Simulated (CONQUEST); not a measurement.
The system is HfO2.

```
Hf O
1.0
     5.00476    0.00000    0.00000
     0.00000    5.03269    0.00000
     0.00000    0.00000    5.21946
Hf O
4 8
Direct
  0.73212 0.73881 0.96174
  0.73612 0.24181 0.53227
  0.27142 0.75413 0.46851
  0.26175 0.25080 0.03721
  0.92668 0.88079 0.62770
  0.93107 0.38357 0.86841
  0.53269 0.49992 0.23989
  0.54123 0.98841 0.27614
  0.45560 0.99350 0.76469
  0.45565 0.48763 0.74308
  0.06382 0.87332 0.12419
  0.07275 0.38158 0.36004
```

The cell comes from a database or a generator and needn't be the stable form of this composition.

The cell isn't the ideal one: atoms moved at random, drawn with an rms of 0.05 Å.

Base run:

- Program: CONQUEST 1.3
- Functional: PBE
- Potentials or basis: PseudoDojo NC PBE, SZP, grid cutoff 150 Ha
- k mesh: 4 × 4 × 4
- Occupations: fermi-dirac, width 0.05 eV
- Spin: no spin polarisation

Its results: band gap on the k mesh 3.94 eV, indirect (least direct gap 4.15 eV); pressure 15.4 GPa; largest force 1.312 eV/Å.

After a change of settings the same cell gave: band gap on the k mesh 3.56 eV, indirect (least direct gap 3.78 eV); pressure 8.2 GPa; largest force 1.328 eV/Å. Which change was it?
A. potentials or basis from PseudoDojo NC PBE, SZP, grid cutoff 150 Ha to PseudoDojo NC PBE, SZ, grid cutoff 150 Ha
B. potentials or basis from PseudoDojo NC PBE, SZP, grid cutoff 150 Ha to PseudoDojo NC PBE, DZP, grid cutoff 150 Ha
C. potentials or basis from PseudoDojo NC PBE, SZP, grid cutoff 150 Ha to PseudoDojo NC PBE, DZ, grid cutoff 150 Ha

A.

Caveats: the atomic basis is small; spin-orbit coupling is left out, which moves the levels of the heavy elements; the basis of atomic orbitals isn't converged, which shifts pressures, moduli and gaps.
